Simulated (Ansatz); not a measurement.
**Al: a sweep of one setting**

```xyz
1
Lattice="0.0000 2.0240 2.0240 2.0240 0.0000 2.0240 2.0240 2.0240 0.0000" Properties=species:S:1:pos:R:3 pbc="T T T"
Al    0.0000    0.0000    0.0000
```

The conventional cell has a = 4.048 Å, b = 4.048 Å, c = 4.048 Å, α = 90.00°, β = 90.00°, γ = 90.00°. Around Al (atom 1) lie 12 Al at 2.86 Å.

The cell is COD entry 4313206, as deposited and not checked against the literature; nothing was relaxed.

Computed with DFT, PBE, PAW with Ansatz's default frozen-core files, scalar-relativistic in Ansatz 0.2.0.

Sampling and basis: a Γ-centred 14×14×14 k mesh, Fermi–Dirac smearing of 0.05 eV, cutoff 420 eV, no spin polarisation. One setting is then changed at a time.

P includes the program's estimate of the Pulay (finite-basis) term, listed apart; without it the pressure would be far more sensitive to the cutoff.

```tsv
PAW cutoff (eV)	free energy less the base's (meV/atom)	P (GPa)	Pulay term in P (GPa)
420 (base)	0.0	-0.61	0.07
200	267	0.00	?
250	106	?	4.55
300	26.3	-0.27	1.49
500	-0.4	-0.62	0.00
800	-0.5	-0.62	0.00
```

(1) Give the missing entry: row "200", column "Pulay term in P (GPa)".

(2) Fill in "P (GPa)" for the row "250".

Answers

(1) 3.90.

(2) 1.43.
